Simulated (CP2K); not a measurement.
MnO:

```
Mn O
1.0
     3.14508    0.00000    0.00000
     1.57254    2.72372    0.00000
     1.57254    0.90791    2.56795
Mn O
1 1
Direct
  0.00000 0.00000 0.00000
  0.50000 0.50000 0.50000
```

The cell is a database's computed one.

Base run:

* Program: CP2K 2026.2
* Functional: PBEsol
* Potentials or basis: GTH_POTENTIALS Mn GTH-PBE-q15; POTENTIAL_UZH O GTH-PBE-q6; TZVP-MOLOPT-SR-GTH, TZVP-MOLOPT-PBE-GTH basis
* Density cutoff: 8163 eV
* k mesh: 10 × 10 × 10
* Occupations: fermi-dirac, width 0.1 eV
* Spin: collinear spin, ferromagnetic start
* Starting moments: [4.0, 0.0] μB

Its results: band gap on the k mesh none (metal or under the smearing width); pressure -5.2 GPa; net moment 4.81 μB per cell; site moments Mn +4.78; O +0.04 μB.

Task: The run is repeated on the same cell with these changes: functional from PBEsol to PBE. What comes out?

Result: Band gap on the k mesh none (metal or under the smearing width); pressure 1.8 GPa; net moment 4.85 μB per cell; site moments Mn +4.83; O +0.01 μB.

PBE binds less tightly than PBEsol, so the same cell stands under more pressure.

Caveats: the basis of atomic orbitals isn't converged, which shifts pressures, moduli and gaps; a cell with one magnetic atom can't hold antiferromagnetic order, which such compounds often take; semilocal functionals often make such compounds metallic where correlation or magnetic order opens a gap, which also shifts bond lengths; the potentials were made for another functional, which shifts forces and pressure (some runs).

Not every run made on this cell is shown here.
